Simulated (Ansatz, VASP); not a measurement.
## One calculation of Sb, two programs

```
Sb
1.0
     0.00000    2.33533    2.33533
     2.33533    0.00000    2.33533
     2.33533    2.33533    0.00000
Sb
1
Cartesian
  0.0000 0.0000 0.0000
```

Change from the starting cell: volume scaled by 1.04, PAW files.

Alike in both runs: task electric field gradients; functional PBE; k mesh 12 × 12 × 12; occupations fermi-dirac, width 0.05 eV; no spin polarisation.

```csv
,VASP,Ansatz
version,VASP 6.6.1,Ansatz 0.2.0
potentials or method,"VASP PAW PBE potentials, release 64 (Sb)","PAW with Ansatz's default frozen-core files, scalar-relativistic"
plane-wave cutoff (eV),520,420
valence electrons in the cell,5,15
```

Ansatz gave:

```
pressure (GPa)                                                 : 5.4
Vzz of the field gradient on the site that differs most (V/Å²) : 0.0
```

Problem. Estimate VASP's values.

Solution. Pressure (GPa): 5.2; Vzz of the field gradient on the site that differs most (V/Å²): 0.0.

With one functional, cell and mesh, what is left measures potentials, basis and numerics. The two sets of potentials don't hold the same shells in valence. Ansatz warned: «gradients_without_spin_orbit».

The runs have no spin-orbit coupling, so splittings on Sb are missing.
